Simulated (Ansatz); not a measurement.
**SnO: uniaxial strain along a**

The task here is to estimate one member of a computed series from the others.

Program: Ansatz 0.2.0. Level of theory: DFT PBE, scalar-relativistic, plane waves, PAW. These are calculated values, not measurements.

2 further runs of the same task are left out: 2 set aside as unsound or not needed.

**Starting point**

Symmetry: P4/nmm, No. 129, tetragonal system. The conventional cell has a = 3.868 Å, b = 3.868 Å, c = 5.066 Å, α = 90.00°, β = 90.00°, γ = 90.00°. Sn (site symmetry 4mm) is surrounded by 4 O at 2.25 Å. O (site symmetry -4m2) has 4 Sn at 2.25 Å as nearest neighbours.

Structure file:

```cif
data_structure
_symmetry_space_group_name_H-M 'P4/nmm:1'
_symmetry_Int_Tables_number 129
_cell_length_a 3.8683
_cell_length_b 3.8683
_cell_length_c 5.0662
_cell_angle_alpha 90.000
_cell_angle_beta 90.000
_cell_angle_gamma 90.000
_cell_volume 75.81
loop_
_atom_site_label
_atom_site_type_symbol
_atom_site_symmetry_multiplicity
_atom_site_Wyckoff_symbol
_atom_site_fract_x
_atom_site_fract_y
_atom_site_fract_z
_atom_site_occupancy
Sn1 Sn 2 c 0.00000 0.50000 0.22878 1
O1 O 2 a 0.50000 0.50000 0.00000 1
```

It goes back to an entry of the Materials Project, which need not be the stable form.

This cell was relaxed beforehand with the same method: volume 18.95 Å³/atom, gap on the mesh 0.50 eV.

Set-up of the first run:

The input, input.yaml:

```yaml
crystal:
  lattice:
    - [3.8682628244, 0.0, 0.0]
    - [0.0, 3.8682628244, 0.0]
    - [0.0, 0.0, 5.0662401931]
  atoms:
    - { symbol: Sn, position: [0.0, 0.5, 0.228775682] }
    - { symbol: Sn, position: [0.5, 0.0, 0.771224318] }
    - { symbol: O, position: [0.5, 0.5, 0.0] }
    - { symbol: O, position: [0.0, 0.0, 0.0] }
basis:
  ecutwfc: 420
kpoints:
  mp_grid: { grid: [10, 10, 8] }
hamiltonian:
  xc: pbe
scf:
  occupations: { method: gaussian, width: 0.01 }
output:
  forces: true
  stress: true
  eigenvalues: true
```

Started as:

```console
$ ansatz run input.yaml --threads 1 --pin off --max-ram 2560MiB --backend cpu --events-out ev --progress --plain --runs-dir out
```

Steps of the session up to this table: Zero strain; The gap over the whole zone; The cell strained by -2.0 %; Seeking the band edges at -2.0 %; The cell strained by +2.0 %; The gap over the whole zone at +2.0 %; The cell strained by -4.0 %; The gap over the whole zone at -4.0 %; The cell strained by +4.0 %; Band edges over the zone at +4.0 %; The cell strained by -6.0 %; Seeking the band edges at -6.0 %; Strain +6.0 %; Band edges over the zone at +6.0 %.

One of the session's tables, all rows but one given; the rest of the session is left out.

It belongs to the step «Energy, stress and gap against strain». Lengths are those of the vectors of the cell that was run; stresses in GPa:

| strain (%) | ΔE (meV/atom) | a (Å) | b (Å) | c (Å) |
| --- | --- | --- | --- | --- |
| -6.0 | 3.6 | 3.636 | 4.070 | 5.134 |
| -4.0 | ? | ? | ? | ? |
| -2.0 | 0.4 | 3.791 | 3.937 | 5.082 |
| +0.0 | 0.0 | 3.868 | 3.868 | 5.066 |
| +2.0 | 0.4 | 3.946 | 3.799 | 5.074 |
| +4.0 | 1.5 | 4.023 | 3.731 | 5.082 |
| +6.0 | 3.6 | 4.100 | 3.667 | 5.097 |

Q: Estimate the row for strain (%) = -4.0 from the others.

Worked estimate for «ΔE (meV/atom)». A straight line through the neighbours (-6.0, 3.6) and (-2.0, 0.4) gives 3.6 + (0.4 − 3.6) × (-4.0 + 6.0) / (-2.0 + 6.0) = 2.0; a parabola fitted to 3 rows on both sides gives 1.6.

As computed: ΔE (meV/atom): 1.5; a (Å): 3.714; b (Å): 4.005; c (Å): 5.103. In «ΔE (meV/atom)» the line misses by +0.5 and the parabola by +0.1.

ΔE is over the unstrained cell. Stress in GPa, positive in compression, on the Cartesian axes of the input.

To keep in mind: Where a structure here is layered, its layers are held mostly by dispersion, which this level lacks, so their spacing and the stiffness across them are unreliable there.
